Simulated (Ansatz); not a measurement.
## Zone-centre phonons of HgTe at 15 GPa: input and output

All numbers below come from DFT PBE, scalar-relativistic, plane waves, PAW in Ansatz.

Launched with:
```bash
ansatz run input.yaml --threads 1 --pin off --max-ram 3072MiB --backend cpu --events-out ev --progress --plain --runs-dir out
```

Input (bare energies are in eV):
```yaml
crystal:
  lattice:
    - [0.0, 3.0722261763, 3.0722261763]
    - [3.0722261763, 0.0, 3.0722261763]
    - [3.0722261763, 3.0722261763, 0.0]
  atoms:
    - { symbol: Hg, position: [0.0, 0.0, 0.0] }
    - { symbol: Te, position: [0.75, 0.75, 0.75] }
basis:
  ecutwfc: 420
kpoints:
  mp_grid: { grid: [12, 12, 12] }
hamiltonian:
  xc: pbe
scf:
  occupations: { method: fermi_dirac, width: 0.15 }
output:
  eigenvalues: true
phonons:
  method: dfpt
  eigenvectors: true
```

The end of the output:
```
--- Phonons (Γ-DFPT): 2 representative perturbations + reference, on 163 of 1728 k-points (Σ response iterations 6) ---
  k mesh reduced under 8 symmetry operations, with k and −k counted as one. Each operation leaves every solved displacement unchanged or reverses it
  ASR residual: 1.035e-4 → 0.000e0 eV/Å²; symmetrization residual: 5.729e-5 eV/Å²
  ASR residual per site (eV/Å²): 1.03e-4 6.31e-5
  Γ frequencies (cm⁻¹): 0.00 0.00 0.00 159.70 159.70 159.70
  non-analytic LO–TO correction: not included (Born effective charges unavailable; polar crystals: no LO–TO splitting at Γ)
```

It took 42 s on 1 thread of Intel(R) Xeon(R) Platinum 8488C (Sapphire Rapids) (shared host), peak memory 0.86 GiB.

Without a gap, frequencies and elastic constants depend on the k mesh and the smearing, soft modes and shear constants most. Spin–orbit coupling is left out, which can shift energies with elements as heavy as these.

The bands only touch here, so at this level the crystal is a zero-gap semiconductor or semimetal, not an ordinary metal; spin–orbit coupling, left out, moves these levels but leaves zinc-blende mercury chalcogenides without a gap.